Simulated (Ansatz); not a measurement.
Compressing CuO

Method: DFT PBEsol, scalar-relativistic, plane waves, PAW in Ansatz. Run with 420 eV cutoff, 14×14×8 k-mesh, Gaussian smearing of 0.10 eV, no spin polarisation.

Starting point, cell and atoms relaxed:

```
CELL_PARAMETERS angstrom
2.04253 -2.05036 0.00000
2.04253 2.05036 0.00000
0.00000 0.00000 5.09226
ATOMIC_POSITIONS crystal
Cu 0.00000 0.50000 0.00000
Cu 0.50000 0.00000 0.50000
O 0.50000 0.50000 0.25000
O 0.50000 0.50000 0.75000
```

Cell and atoms are relaxed at each pressure within the symmetry of the start, at zero temperature, so transitions that lower the symmetry aren't seen. The k-mesh given is that at zero pressure and may differ at others.

(1) Give the structure at 20 GPa.

Results:

(1)
```
CELL_PARAMETERS angstrom
1.51143 -2.32797 0.00000
1.51143 2.32797 0.00000
0.00000 0.00000 5.14179
ATOMIC_POSITIONS crystal
Cu 0.00000 0.50000 0.00000
Cu 0.50000 0.00000 0.50000
O 0.50000 0.50000 0.25000
O 0.50000 0.50000 0.75000
```
It takes space group Cccm (No. 66, orthorhombic). Conventional cell: a = 3.023 Å, b = 4.656 Å, c = 5.142 Å, α = 90.00°, β = 90.00°, γ = 90.00°. Cu (site symmetry 2/m) is surrounded by 4 O at 1.89 Å. O (site symmetry 222) is surrounded by 4 Cu at 1.89 Å.

This form isn't the usual stable structure of the compound.